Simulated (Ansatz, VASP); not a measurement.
## Se: VASP beside Ansatz

```xyz
1
Lattice="2.9088 -0.0281 -0.0281 -0.0281 2.9088 0.0281 -0.0281 0.0281 2.9088" Properties=species:S:1:pos:R:3 pbc="T T T"
Se    0.0000    0.0000    0.0000
```

Alike in both runs: task single point; functional PBE; k mesh 12 × 12 × 12; occupations gaussian, width 0.1 eV; no spin polarisation.

|  | VASP | Ansatz |
| --- | --- | --- |
| version | VASP 6.6.1 | Ansatz 0.2.0 |
| potentials or method | VASP PAW PBE potentials, release 64 (Se) | scalar-relativistic, plane waves, PAW |
| plane-wave cutoff (eV) | 520 | 420 |
| valence electrons in the cell | 6 | 16 |

```tsv
	VASP	Ansatz	Ansatz less VASP
gap on the k mesh at the Fermi level (eV)	none	none	-
pressure (GPa)	-4.8	-4.8	0.00
largest component of the traceless stress (GPa)	0.27	0.27	0.000
```

A gap of «none» marks a metal or a gap that the smearing closes. The two sets of potentials don't hold the same shells in valence.
